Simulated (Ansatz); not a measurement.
# SiGe3: relaxing cell and atoms and single point, part 2 of 2

Aim: for SiGe3, 2 runs in a chain (relaxing cell and atoms and single point).

Ansatz 0.2.0; DFT PBEsol, scalar-relativistic, plane waves, PAW, and further levels as typed in the inputs. The steps go on from the part before.

**3. Single point: HSE06, mesh 3×3×3**

It takes the final geometry of step 2.

File input.yaml:

```yaml
crystal:
  lattice:
    - [7.8957568055, 0.0013720714, -0.00058705]
    - [-3.9466901541, 6.8358678686, 0.0]
    - [-0.0004847815, -0.0002798887, 6.5171286115]
  atoms:
    - { symbol: Ge, position: [0.1702489392, 0.3375828812, 0.0678792193] }
    - { symbol: Ge, position: [0.1702489392, 0.8326660581, 0.0678792193] }
    - { symbol: Ge, position: [0.6647898024, 0.3323949012, 0.060442703] }
    - { symbol: Ge, position: [0.6617282676, 0.8308641338, 0.060371841] }
    - { symbol: Si, position: [0.328547563, 0.1642737815, 0.5589335775] }
    - { symbol: Ge, position: [0.3281659432, 0.6640829716, 0.5676336233] }
    - { symbol: Ge, position: [0.8382917015, 0.1690701794, 0.560177399] }
    - { symbol: Ge, position: [0.8382917015, 0.6692215221, 0.560177399] }
    - { symbol: Ge, position: [0.3313899097, 0.1656949548, 0.930050514] }
    - { symbol: Si, position: [0.3317326556, 0.6658663278, 0.9387268204] }
    - { symbol: Ge, position: [0.8353138931, 0.1676567853, 0.9373647612] }
    - { symbol: Ge, position: [0.8353138931, 0.6676571078, 0.9373647612] }
    - { symbol: Si, position: [0.1697678275, 0.3326382289, 0.4388944648] }
    - { symbol: Si, position: [0.1697678275, 0.8371295986, 0.4388944648] }
    - { symbol: Ge, position: [0.661755361, 0.3308776805, 0.4376514672] }
    - { symbol: Ge, position: [0.664645775, 0.8323228875, 0.4375577651] }
scf:
  occupations: { method: gaussian, width: 0.01 }
  n_extra_bands: 10
output:
  eigenvalues: true
  eigenstates:
    kpoints: [[0, 0, 0]]
    e_range: [-1.5, 2.5]
    unfold: { supercell_matrix: [[2, 0, 0], [0, 2, 0], [0, 0, 1]] }
hamiltonian:
  xc: hse06
kpoints:
  mp_grid: { grid: [3, 3, 3] }
```

The run is started by

```sh
$ ansatz run input.yaml --threads 16 --pin off --max-ram 40960MiB --backend cpu --events-out ev --progress --plain --runs-dir out
```

The program printed, shortened:

```text
Warning: RAYON_NUM_THREADS=16 ignored (pool sized by the plan → 16); use --threads N
scf.n_extra_bands = 10 over 92 filled bands (N_el = 184.0): the run solves 102 bands
[...]
Pseudopotentials: kind: paw
Pseudopotential: Ge, paw, valence charge 14, recommended cutoff 420 eV (normal), Ge.paw.azcp
Pseudopotential: Si, paw, valence charge 4, recommended cutoff 420 eV (normal), Si.paw.azcp
Functional definition: HSE06
[...]
Crystal: 16 atoms, lattice volume = 351.793 Å³
Basis set: ecut = 420 eV, 6843 PW (Γ)
Bands: 102, of which v1, the nominal top of the filled ones, is band 92 counted from 1 (91 counted from 0)
Symmetry: 2 space group operations
Space group: Cm (ITA 8), of the structure as read, at distance tolerance 7.1e-5 Å
k-points: 10 of 27 (time reversal used)
[...]
SCF iter   1: F=—  HF=-54082.245267 eV  |F-HF|=—  |Δ(HF+E_count)|=         —  Δρ=1.12e-3  dr2=5.63e-3  ethr=1.77e-3  ⟨swp⟩=7.5  Hψ=4028  notcnv=0
[...]
SCF 1 stopped early in 7 iterations: F = -54082.247641 eV  dr2 = 1.41e-7
[...]
Frozen-core exchange: fock
[...]
SCF 2 stopped early in 7 iterations: F = -54094.870708 eV  dr2 = 1.92e-5
hybrid outer 1: dexx = +7.682e-2 eV, tail = 3.49e-4 eV
[...]
Frozen-core exchange: fock
[...]
SCF iter   5: F=-54094.873174 eV  HF=-54094.873174 eV  |F-HF|=2.20e-8  |Δ(HF+E_count)|=   6.67e-8  Δρ=1.39e-6  dr2=4.57e-8  ethr=6.84e-11  ⟨swp⟩=3.0  Hψ=2411  notcnv=0
[...]
hybrid outer 2: dexx = +9.498e-6 eV, tail = 2.87e-7 eV, Δε = 3.66e-3 eV (about 1.43e-4 eV left of the loop's levels)
NSCF: frozen V_eff on 1 k-points
hybrid SCF converged: 2 outer / 12 inner (+7 warm-up), last move |dexx| = 9.50e-6 eV, tail = 2.87e-7 eV
Stability not checked: this state was not tested for a lower state beside it, because the functional holds exact exchange (a hybrid, or Hartree-Fock), whose exchange loop this test does not read (fock_operator; see scf.lower_state_search)
Free energy (F): -54094.873175 eV
Frozen-core exchange: fock
[...]
E sigma→0 (E₀):  -54094.873175 eV
Fermi energy:    8.295107 eV
[...]
--- Band table (eV; the first three rows and the last of 10) ---
[...]
```

It took 2.1 min on 16 threads of Arm Neoverse N1, shared host; peak memory 7.1 GiB.

**4. The runs side by side**

The summary covers parts 1 to 2.

| step | level | k mesh | volume (Å³/atom) | pressure (GPa) | energy (eV) | gap on the mesh (eV) | time |
| --- | --- | --- | --- | --- | --- | --- | --- |
| 2 | PBEsol | 5×5×6 | 21.99 | 0.0 | -53527.554 | n/a | 2.2 min |
| 3 | HSE06 | 3×3×3 | 21.99 | n/a | -54094.873 | 0.67 | 2.1 min |

Totals of different systems or levels have different zeros; only balanced differences at one level mean anything.

```
                           quantity                                                                       value
relaxed cell, step 2 (conventional)  a = 13.677 Å, b = 7.893 Å, c = 6.517 Å, α = 90.00°, β = 90.01°, γ = 90.00°
```

In words: The rows set the runs side by side; convergence of the settings was not tested in this session.
